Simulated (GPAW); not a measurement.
Sb:

```
Sb
1.0
     0.00000    2.37124    2.37124
     2.37124    0.00000    2.37124
     2.37124    2.37124    0.00000
Sb
1
Direct
  0.00000 0.00000 0.00000
```

This isn't the form of Sb at room conditions, which is rhombohedral.

```yaml
Program: GPAW 26.7.0
Task: relaxation of cell and atoms
Functional: PBEsol
Dispersion: D3(BJ)
Potentials_or_basis: PAW data sets generated in the run's folder for this functional
Cutoff: 600 eV
Basis: pw
k_mesh: 10 × 10 × 10
Occupations: fermi-dirac, width 0.05 eV
Spin: no spin polarisation
```

At the start: pressure -4.8 GPa; volume 26.67 Å³/atom.

**Question.** Where does the relaxation end?

**Answer.** Over 4 steps the energy falls by 32.0 meV/atom and the volume is 24.69 Å³/atom (-7.4 %); space group Fm-3m (No. 225, to 0.05 Å).

Step by step:
```tsv
step	energy change (eV)	largest force (eV/Å)	pressure (GPa)	volume (Å³)
1	0.0000	0.0000	-4.76	26.67
2	-0.0212	0.0000	-2.91	25.78
3	-0.0318	0.0000	0.43	24.54
4	-0.0320	0.0000	-0.04	24.69
```

Final structure:
```xyz
1
Lattice="0.0000 2.3111 2.3111 2.3111 0.0000 2.3111 2.3111 2.3111 0.0000" Properties=species:S:1:pos:R:3 pbc="T T T"
Sb    0.0000    0.0000    0.0000
```

Caveat: later steps reuse the first step's grids; pairwise dispersion overbinds metals, which lowers pressure and volume.
